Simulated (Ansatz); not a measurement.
# Ru (Ruthenium): the cost of one run

Method: DFT LDA, scalar-relativistic, plane waves, PAW, in Ansatz 0.2.0.

**1. The structure to begin with**

The structure is hexagonal, space group P6_3/mmc (No. 194). The conventional cell has a = 2.674 Å, b = 2.674 Å, c = 4.226 Å, α = 90.00°, β = 90.00°, γ = 120.00°. Ru (site symmetry -6m2) has 12 Ru at 2.62 to 2.67 Å as nearest neighbours.

As a file:

```
CELL_PARAMETERS angstrom
2.67389 0.00000 0.00000
-1.33694 2.31565 0.00000
0.00000 0.00000 4.22642
ATOMIC_POSITIONS crystal
Ru 0.33333 0.66667 0.25000
Ru 0.66667 0.33333 0.75000
```

This cell was relaxed beforehand with the same method: volume 13.08 Å³/atom, gap on the mesh none (metal).

**2. The slab**

Miller indices refer to the conventional cell of the relaxed bulk, P6_3/mmc (No. 194): a = 2.674 Å, b = 2.674 Å, c = 4.226 Å, α = 90.00°, β = 90.00°, γ = 120.00°.

A (001) slab, 4.2 Å thick as cut, with 17 Å of vacuum, in a 2×2 surface cell; its outer planes are Ru (top) and Ru (bottom).

The slab as cut. Layers, bottom to top:

```tsv
plane	atoms per cell	height over the lowest (Å)
1	Ru4	0.00
2	Ru4	2.11
3	Ru4	4.23
```

**3. Relaxing the clean slab**

input.yaml reads:

```yaml
crystal:
  lattice:
    - [5.3477711783, 0.0, 0.0]
    - [-2.6738855892, 4.631305694, 0.0]
    - [0.0, 0.0, 21.2264228674]
  atoms:
    - { symbol: Ru, position: [0.1666666667, 0.3333333333, 0.4004442978] }
    - { symbol: Ru, position: [0.1666666667, 0.8333333333, 0.4004442978] }
    - { symbol: Ru, position: [0.6666666667, 0.3333333333, 0.4004442978] }
    - { symbol: Ru, position: [0.6666666667, 0.8333333333, 0.4004442978] }
    - { symbol: Ru, position: [0.3333333333, 0.1666666667, 0.5] }
    - { symbol: Ru, position: [0.3333333333, 0.6666666667, 0.5] }
    - { symbol: Ru, position: [0.8333333333, 0.1666666667, 0.5] }
    - { symbol: Ru, position: [0.8333333333, 0.6666666667, 0.5] }
    - { symbol: Ru, position: [0.1666666667, 0.3333333333, 0.5995557022] }
    - { symbol: Ru, position: [0.1666666667, 0.8333333333, 0.5995557022] }
    - { symbol: Ru, position: [0.6666666667, 0.3333333333, 0.5995557022] }
    - { symbol: Ru, position: [0.6666666667, 0.8333333333, 0.5995557022] }
basis:
  ecutwfc: 420
kpoints:
  mp_grid: { grid: [6, 6, 1] }
hamiltonian:
  xc: lda
scf:
  occupations: { method: gaussian, width: 0.1 }
output:
  forces: true
  eigenvalues: true
relax:
  adjacent_minimum: "off"
  f_tol: 0.03
  max_steps: 70
  constraints: [{ sites: [0, 1, 2, 3] }]
efield:
  axis: 3
  dipole_correction: true
```

Started as:

```console
ansatz run input.yaml --threads 2 --pin off --max-ram 5120MiB --backend cpu --events-out ev --progress --plain --runs-dir out
```

**Question.** How long does this run take on 2 threads of Intel Xeon 6975P-C (Granite Rapids), shared host, and how much memory does it need?

About 51 s, with a peak of 1.1 GiB.
